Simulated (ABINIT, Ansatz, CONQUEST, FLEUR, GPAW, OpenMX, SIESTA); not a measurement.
**Cost and result for the band gap of SnSe**

```
CELL_PARAMETERS angstrom
11.42000 0.00000 0.00000
0.00000 4.19000 0.00000
0.00000 0.00000 4.46000
ATOMIC_POSITIONS crystal
Sn 0.87700 0.75000 0.90900
Sn 0.62300 0.25000 0.40900
Sn 0.37700 0.75000 0.59100
Sn 0.12300 0.25000 0.09100
Se 0.64300 0.75000 0.98400
Se 0.85700 0.25000 0.48400
Se 0.14300 0.75000 0.51600
Se 0.35700 0.25000 0.01600
```

| rung | level | program and potentials | cutoff (eV) | k mesh | smearing | task | core time | chip | band gap (eV) | miss (eV) | notes |
| --- | --- | --- | --- | --- | --- | --- | --- | --- | --- | --- | --- |
| GGA | PBE | CONQUEST, PseudoDojo NC PBE, SZP, grid cutoff 120 Ha | - | 4 × 4 × 2 | fermi-dirac 0.05 | single point | 28 s | AMD EPYC 9R45 Zen 5 | 1.05 | +0.22 | atomic basis; 15 valence electrons an atom on average; mesh may miss the edge |
| GGA | PBEsol | Ansatz, Ansatz PAW | 420 | 3 × 6 × 6 | fermi-dirac 0.05 | band structure | 97 s | Intel Xeon | 0.48 | -0.35 | potentials made for PBE, which Ansatz adapts in part; 15 valence electrons an atom on average |
| GGA | PBE | SIESTA, files sg15-pbe-1.2, DZP (energy shift 0.003 Ry; two zetas on semicore shells) | - | 3 × 6 × 6 | fermi-dirac 0.05 | band structure | 2.2 min | AMD EPYC 7R43 Zen 3 | 0.51 | -0.32 | atomic basis; 10 valence electrons an atom on average |
| G0W0 | G0W0 on HSE06 | Ansatz, Ansatz PAW | 420 | 2 × 4 × 4 | fixed | G0W0 quasiparticle levels | 3 min | AMD EPYC 7R13 Zen 3 | 1.53 | +0.70 | bands, basis or mesh of the many-body step not converged; potentials made for PBE, which Ansatz adapts in part; 15 valence electrons an atom on average; response cutoff 100 eV, empty bands 484 |
| LDA | LDA | Ansatz, all-electron LAPW, scalar-relativistic | - | 3 × 6 × 6 | fermi-dirac 0.05 | band structure | 7.5 min | Arm Neoverse V1 | 0.48 | -0.35 | - |
| GGA | PBE | OpenMX, OpenMX 2013 PBE set, Sn7.0-s3p2d2f1, Se7.0-s3p2d2f1, grid cutoff 500 Ry | - | 3 × 7 × 7 | fermi-dirac 0.05 | band structure | 11 min | AMD EPYC 7R43 Zen 3 | 0.22 | -0.61 | atomic basis; 10 valence electrons an atom on average |
| model potential | TB-mBJ | GPAW, GPAW PAW data sets for LDA (gpaw-data 1.2.1) | 600 | 2 × 4 × 4 | fermi-dirac 0.05 | single point | 13 min | Arm Neoverse V2 | 1.24 | +0.41 | potentials made for LDA; 10 valence electrons an atom on average; mesh may miss the edge |
| GGA | revPBE | FLEUR, all-electron, FLAPW | - | 3 × 6 × 6 | fermi-dirac 0.05 | band structure | 17 min | Arm Neoverse V2 | 0.57 | -0.26 | - |
| GGA | PW91 | FLEUR, all-electron, FLAPW | - | 3 × 6 × 6 | fermi-dirac 0.05 | band structure | 38 min | Arm Neoverse V1 | 0.55 | -0.28 | - |
| LDA | LDA | FLEUR, all-electron, FLAPW | - | 3 × 6 × 6 | fermi-dirac 0.05 | band structure | 38 min | Arm Neoverse V1 | 0.48 | -0.35 | - |
| GGA | PBEsol | ABINIT, JTH PAW PBE v2.0 | 599 | 3 × 5 × 5 | fermi-dirac 0.05 | band structure | 40 min | Arm Neoverse V1 | 0.47 | -0.36 | potentials made for PBE; 10 valence electrons an atom on average; from the band path |

Times are single runs on shared hosts and different chips, so they are rough; meshes, cutoffs and the tasks' sizes weigh on the time. All rows: no spin polarisation. Gaps are the least found on the k mesh or the band path, and a mesh can miss the band edges. Smearing widths are in eV. The cell comes from a database and isn't always the measured one. Meshes differ between rows, which moves values too. All levels ran on this one cell, unrelaxed unless noted. Meshes are those of the run's cell of 8 atoms unless a note names another. Misses use the values as printed. Runs on faulty files, with rough fits or with known faults for this quantity aren't shown. No row holds spin-orbit coupling.

By rung: LDA 0.48; GGA 0.47 to 0.57; model potential 1.24; GGA in atomic bases 0.22 to 1.05; G0W0 on coarse settings 1.53 (eV). Measured: 0.83 eV at 295 K (pmc:9284162, doi:10.1002/advs.202103720). Closest, coarse meshes and atomic bases left aside, is revPBE (-0.26 eV). LDA and GGA gaps fall short mostly because these functionals lack the derivative discontinuity; the runs are for a static lattice, while measurements hold temperature and zero-point motion; rows without SOC leave out spin-orbit coupling, which moves the band edges where heavy atoms are present.
